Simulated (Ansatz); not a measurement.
# HfO2: electrostatic potential with PBE

HfO2:

```
Hf O
1.0
     0.00000    2.55750    2.55750
     2.55750    0.00000    2.55750
     2.55750    2.55750    0.00000
Hf O
1 2
Cartesian
  0.0000 0.0000 0.0000
  3.8363 3.8363 3.8363
  1.2788 1.2788 1.2788
```

Measurements of this composition are mostly on another form, of space group No. 14.

```
Program             : Ansatz 0.2.0
Task                : electrostatic potential
Functional          : PBE
Potentials or basis : Ansatz PAW
Cutoff              : 420 eV (not typed: the program's choice for these potentials)
k mesh              : 9 × 9 × 9
Occupations         : fermi-dirac, width 0.05 eV
Spin                : collinear spin, random start
Starting moments    : [-0.17, 0.0, 0.0] μB
```

* Pressure: -2.5 GPa
* Band gap on the k mesh: 3.83 eV, indirect (least direct gap 3.94 eV)
* Net moment: 0.00 μB per cell
* Absolute moment: 0.00 μB per cell

Levels at points of the mesh, in eV from the valence-band top:
Spin up:
```tsv
k point	band 15	band 16	band 17	band 18	band 19	band 20	band 21	band 22	band 23	band 24
(0.00, 0.00, 0.00)	-5.18	-5.18	-0.56	-0.56	-0.56	3.87	3.87	5.63	10.16	10.16
```
Spin down:
| k point | band 17 | band 18 | band 19 | band 20 | band 21 | band 22 |
| --- | --- | --- | --- | --- | --- | --- |
| (0.00, 0.00, 0.00) | -0.56 | -0.56 | -0.56 | 3.87 | 3.87 | 5.63 |

Wall time 2.4 s on 2 threads of Arm Neoverse V2, with other jobs on the host, peak memory 0.33 GiB.

Caveat: odd divisions of the mesh miss points on the zone boundary, where band edges often lie, so the gap on the mesh can be too wide; the pressure holds a Pulay correction of +0.9 GPa for the finite cutoff; spin-orbit coupling is left out, which moves the levels of the heavy elements; the starting moments weren't kept. A k mesh can miss the band edges.
